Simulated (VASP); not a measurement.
## Bi: single point with PBE

Crystal: Bi.

```
Bi
1.0
     2.12643   -6.63189    0.00000
     2.12643    6.63189    0.00000
     0.00000    0.00000    4.83801
Bi
4
Cartesian
  2.1264 5.4699 4.5015
  2.1264 -1.1620 2.7555
  2.1264 -5.4699 0.3365
  2.1264 1.1620 2.0825
```

The cell isn't the ideal one: As replaced by Bi, lengths x 1.146, strained and moved within the space group.

```
Program                : VASP 6.6.1
Task                   : single point
Functional             : PBE
Potentials or basis    : VASP PAW PBE potentials, release 64 (Bi_d)
Cutoff                 : 520 eV
k mesh                 : 4 × 4 × 4
Occupations            : gaussian, width 0.1 eV
Spin                   : no spin polarisation
Dipole correction      : no
Further INCAR settings : ALGO = Fast; EDIFF = 1e-06; NBANDS = 38
```

- Pressure: 30.2 GPa
- Largest force: 9.400 eV/Å
- Band gap on the k mesh: none (metal or under the smearing width)

Forces on the atoms (eV/Å):
```
Bi   0.000 -9.367  0.782
Bi   0.000 -9.367 -0.782
Bi   0.000  9.367 -0.782
Bi   0.000  9.367  0.782
```

Stress tensor (GPa, compression positive):
```
21.05  0.00  0.00
 0.00 50.52  0.00
 0.00  0.00 19.00
```

Levels at points of the mesh, in eV from the Fermi level:
| k point | band 26 | band 27 | band 28 | band 29 | band 30 | band 31 | band 32 | band 33 | band 34 | band 35 |
| --- | --- | --- | --- | --- | --- | --- | --- | --- | --- | --- |
| (0.00, 0.00, 0.00) | -4.31 | -4.21 | -1.59 | -1.44 | -0.13 | 0.76 | 1.43 | 2.33 | 2.85 | 5.02 |
| (0.50, 0.00, 0.00) | -3.85 | -2.70 | -2.70 | -2.14 | -2.14 | 1.13 | 1.13 | 1.65 | 1.65 | 3.76 |
| (0.50, 0.50, 0.00) | -4.31 | -4.28 | -1.43 | -1.16 | 0.09 | 0.66 | 0.86 | 1.28 | 2.26 | 5.38 |
| (0.00, 0.00, 0.50) | -3.17 | -2.66 | -2.66 | -1.88 | -1.88 | 1.02 | 1.02 | 2.21 | 2.21 | 5.64 |
| (0.50, 0.00, 0.50) | -5.57 | -4.04 | -4.04 | -1.55 | -1.55 | 2.68 | 2.68 | 4.18 | 4.18 | 6.23 |
| (0.50, 0.50, 0.50) | -2.70 | -2.20 | -2.20 | -2.03 | -2.03 | 1.36 | 1.36 | 2.39 | 2.39 | 2.42 |

It took 87 s on 1 thread of Intel(R) Xeon(R) 6975P-C (Granite Rapids), on a shared host, peak memory 0.34 GiB.

Caveat: the k mesh is coarse (spacing up to 0.39 Å⁻¹), so the values aren't converged; so large a pressure means that the cell lies far from this level's equilibrium, or that cutoff or potentials fall short; spin-orbit coupling is left out, which moves the levels of the heavy elements; forces of over 1 eV/Å show positions far from the minimum, so gaps and moduli don't describe the material at rest.
